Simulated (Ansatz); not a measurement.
# BaTiO3 (P1) in Ansatz: a series of runs, part 2 of 2

Ansatz 0.2.0. Earlier steps stand in the parts before.

## (4) Relaxation of cell and atoms, PBEsol+U

Contents of input.yaml:

```yaml
crystal:
  lattice:
    - [-3.80268156, -0.05658243, -0.02181512]
    - [-0.02191438, -0.03167986, -4.13033488]
    - [-0.11316485, -7.97351199, -0.06307272]
  atoms:
    - { symbol: Ba, position: [0.04486322, 0.90916552, 0.49511477] }
    - { symbol: Ba, position: [0.00814907, 0.9218096, 0.02441397] }
    - { symbol: Ti, position: [0.45719229, 0.52057169, 0.20538669] }
    - { symbol: Ti, position: [0.50231709, 0.47064326, 0.76225275] }
    - { symbol: O, position: [0.48144089, 0.03993233, 0.24039032] }
    - { symbol: O, position: [0.45628989, 0.07297889, 0.69356516] }
    - { symbol: O, position: [0.5380255, 0.54058565, 0.44980358] }
    - { symbol: O, position: [0.5290554, 0.55799572, 0.03050014] }
    - { symbol: O, position: [0.98202325, 0.45739828, 0.26038045] }
    - { symbol: O, position: [0.00064341, 0.50891906, 0.83819216] }
hamiltonian:
  xc: pbesol
  pseudopotentials: { kind: paw }
  hubbard: { sites: [{ species: Ti, l: d, u_eff: 5.0 }] }
kpoints:
  mp_grid: { grid: [7, 7, 4] }
scf:
  occupations: { method: fermi_dirac, width: 0.05 }
output:
  forces: true
  stress: true
  eigenvalues: true
relax:
  f_tol: 0.01
  max_steps: 40
  cell: { stress_tol: 0.05 }
```

Launch:

```sh
$ ansatz run input.yaml --threads 4 --pin off --max-ram 11264MiB --backend cpu --events-out ev --progress --plain --runs-dir out
```

Wall time 8.8 min (4 threads of Intel Xeon at 2.50GHz (Skylake/Cascade Lake), shared host); peak memory 1.1 GiB.

The run converged. Its results:

```
Free energy                            : -20046.2732 eV
Relaxed volume                         : 12.64 Å³/atom
Relaxed cell                           : a = 3.983 Å, b = 3.983 Å, c = 7.966 Å, α = 90.00°, β = 90.00°, γ = 90.00°
Space group after relaxing (to 0.05 Å) : Pm-3m (No. 221)
Energy gained by relaxing              : 1041.6 meV/atom
Ionic steps                            : 12
Pressure after relaxing                : 0.0 GPa
Band gap on the k mesh                 : 2.42 eV, indirect (least direct gap 2.53 eV)
```

Step by step:
| step | energy change (eV) | largest force (eV/Å) | volume (Å³) |
| --- | --- | --- | --- |
| 1 | 0.0000 | 27.1686 | 125.20 |
| 2 | -6.6843 | 10.9154 | 131.67 |
| 3 | -9.2687 | 3.3971 | 131.12 |
| 4 | -10.1090 | 1.4107 | 130.64 |
| 5 | -10.3959 | 0.0206 | 126.40 |
| 6 | -10.3977 | 0.0030 | 126.18 |
| 7 | -10.3976 | 0.0007 | 126.21 |
| 8 | -10.4155 | 0.0007 | 126.21 |
| 9 | -10.4158 | 0.0019 | 126.34 |
| 10 | -10.4163 | 0.0019 | 126.34 |
| 11 | -10.4162 | 0.0006 | 126.35 |
| 12 | -10.4163 | 0.0007 | 126.35 |

Final structure:
```
Ba Ti O
1.0
    -3.98273    0.00000    0.00005
    -0.00005   -0.00007   -3.98280
     0.00000   -7.96553    0.00015
Ba Ti O
2 2 6
Direct
  0.99999 0.99999 0.50000
  0.99999 0.00000 0.00000
  0.49997 0.50001 0.24999
  0.50000 0.49998 0.74999
  0.50001 0.99999 0.25000
  0.50000 0.00001 0.75001
  0.50001 0.50000 0.50001
  0.50001 0.50000 0.00001
  0.00002 0.50000 0.25000
  0.00000 0.50001 0.75001
```

Levels at points of the mesh, in eV from the valence-band top:
```tsv
k point	band 37	band 38	band 39	band 40	band 41	band 42	band 43	band 44
(0.00, 0.00, 0.00)	-0.74	-0.11	-0.11	-0.11	2.42	2.42	2.42	2.54
(0.00, 0.00, -0.50)	-0.45	-0.45	-0.45	-0.45	2.48	2.48	3.24	3.24
```

Eigenvalues of the final occupation matrices:
```
  site  spin  trace               eigenvalues
site 1     1   1.08  0.17 0.17 0.17 0.29 0.29
site 2     1   1.08  0.17 0.17 0.17 0.29 0.29
```

Caveat: the electronic state changed during the relaxation; odd divisions of the mesh miss points on the zone boundary, where band edges often lie, so the gap on the mesh can be too wide; the plane-wave basis is chosen anew once the cell has moved, so the energies of steps on either side of that aren't comparable; the pressure holds a Pulay correction of +0.6 GPa for the finite cutoff; spin-orbit coupling is left out, which moves the levels of the heavy elements; the PAW data sets come from PBE, with cores solved anew for the run's functional, which leaves a small shift of forces and pressure. A k mesh can miss the band edges.

## (5) Relaxation of cell and atoms, r2SCAN+D3(BJ)

input.yaml, as its differences from that of step 4:

```diff
@@ -17,5 +17,5 @@
 hamiltonian:
-  xc: pbesol
+  xc: r2scan
   pseudopotentials: { kind: paw }
-  hubbard: { sites: [{ species: Ti, l: d, u_eff: 5.0 }] }
+  dispersion: d3bj
 kpoints:
@@ -28,2 +28,6 @@
   eigenvalues: true
+  write_density: true
+  write_potential: true
+  elf: true
+  volumetric_format: npy
 relax:
```

Launch:

```sh
$ ansatz run input.yaml --threads 4 --pin off --max-ram 11264MiB --backend cpu --events-out ev --progress --plain --runs-dir out
```

It took 15 min on 4 threads of Intel Xeon at 2.50GHz (Skylake/Cascade Lake), shared host; peak memory 1.2 GiB.

Results (log left out):

| Quantity | Value |
| --- | --- |
| Free energy | -20368.9336 eV |
| Relaxed volume | 12.85 Å³/atom |
| Relaxed cell | a = 4.005 Å, b = 4.005 Å, c = 8.011 Å, α = 89.84°, β = 89.84°, γ = 89.84° |
| Space group after relaxing (to 0.05 Å) | R3m (No. 160) |
| Energy gained by relaxing | 1082.8 meV/atom |
| Ionic steps | 10 |
| Pressure after relaxing | 0.0 GPa |
| Largest force after relaxing | 0.004 eV/Å |
| Band gap on the k mesh | 2.82 eV, indirect (least direct gap 3.00 eV) |

Forces in eV/Å, atoms in the order of the input:
```
Ba   0.000 -0.004  0.000
Ba   0.000  0.004  0.000
Ti   0.000 -0.004  0.000
Ti   0.000  0.003  0.000
O    0.000  0.002  0.000
O    0.000 -0.001  0.000
O    0.000  0.002  0.000
O   -0.001 -0.002  0.000
O    0.000  0.002  0.000
O    0.000 -0.001  0.000
```

The path:
| step | energy change (eV) | largest force (eV/Å) | volume (Å³) |
| --- | --- | --- | --- |
| 1 | 0.0000 | 27.1825 | 125.20 |
| 2 | -6.9972 | 10.7370 | 131.67 |
| 3 | -9.7251 | 3.2666 | 131.41 |
| 4 | -10.6199 | 1.2962 | 131.45 |
| 5 | -10.8180 | 0.1217 | 128.57 |
| 6 | -10.8259 | 0.0578 | 128.71 |
| 7 | -10.8269 | 0.0021 | 128.54 |
| 8 | -10.8284 | 0.0015 | 128.54 |
| 9 | -10.8284 | 0.0040 | 128.50 |
| 10 | -10.8284 | 0.0041 | 128.50 |

Final structure:
```
Ba Ti O
1.0
    -4.00495   -0.00557   -0.00544
    -0.00597   -0.00583   -4.00510
    -0.01168   -8.01104   -0.01107
Ba Ti O
2 2 6
Cartesian
  0.0128 -3.9863 -3.9860
  0.0187 0.0187 -3.9804
  -1.9338 -1.9333 -1.9333
  -1.9396 -5.9390 -1.9388
  -2.0276 -2.0280 -0.0604
  -2.0335 -6.0333 -0.0659
  -2.0335 -4.0664 -2.0330
  -2.0276 -0.0608 -2.0274
  -4.0657 -2.0337 -2.0330
  -0.0666 -6.0335 -2.0332
```

Levels at points of the mesh, in eV from the valence-band top:
| k point | band 37 | band 38 | band 39 | band 40 | band 41 | band 42 | band 43 | band 44 |
| --- | --- | --- | --- | --- | --- | --- | --- | --- |
| (0.00, 0.00, 0.00) | -0.78 | -0.44 | -0.33 | -0.33 | 2.82 | 2.82 | 2.96 | 2.96 |
| (0.00, 0.00, -0.50) | -0.59 | -0.59 | -0.57 | -0.57 | 2.90 | 2.90 | 3.49 | 3.49 |

Caveat: odd divisions of the mesh miss points on the zone boundary, where band edges often lie, so the gap on the mesh can be too wide; the plane-wave basis is chosen anew once the cell has moved, so the energies of steps on either side of that aren't comparable; spin-orbit coupling is left out, which moves the levels of the heavy elements; the PAW data sets come from PBE, with cores solved anew for the run's functional, which leaves a small shift of forces and pressure; the dispersion damping was fitted for another functional or another form of the correction. r2SCAN opens gaps a little over a GGA but as a rule still falls short of measured ones.

## (6) The runs side by side

```tsv
task	level	U	cell	cutoff (eV)	hubbard projectors	double counting	gap on the mesh (eV)	pressure (GPa)	relaxed volume (Å³/atom)
relaxation of cell and atoms	PBE+D3(BJ)	-	relaxed	420	-	-	2.47	0.0	12.97
single point	PBE	-	as given	300	-	-	0.33	36.2	-
relaxation of cell and atoms	PBEsol+U	Ti d U = 5 eV	relaxed	420	ortho-atomic (the default)	fll (the default)	2.42	0.0	12.64
relaxation of cell and atoms	r2SCAN+D3(BJ)	-	relaxed	500	-	-	2.82	0.0	12.85
```

Alike in all rows: potentials or basis Ansatz PAW; no spin polarisation; k mesh 7 × 7 × 4; smearing fermi-dirac 0.05 eV.

Caveats: odd divisions of the mesh miss points on the zone boundary, where band edges often lie, so the gap on the mesh can be too wide; spin-orbit coupling is left out, which moves the levels of the heavy elements; the plane-wave basis is chosen anew once the cell has moved, so the energies of steps on either side of that aren't comparable (some runs); the PAW data sets come from PBE, with cores solved anew for the run's functional, which leaves a small shift of forces and pressure (some runs); a pressure of tens of GPa on the cell as given is suspect, and the run, the potentials or the cell itself is likely at fault (some runs); the pressure holds a Pulay correction of +23.8 GPa for the finite cutoff (some runs); forces of over 1 eV/Å show positions far from the minimum, so gaps and moduli don't describe the material at rest (some runs).

Absolute energies hang on the potentials; compare differences alone.
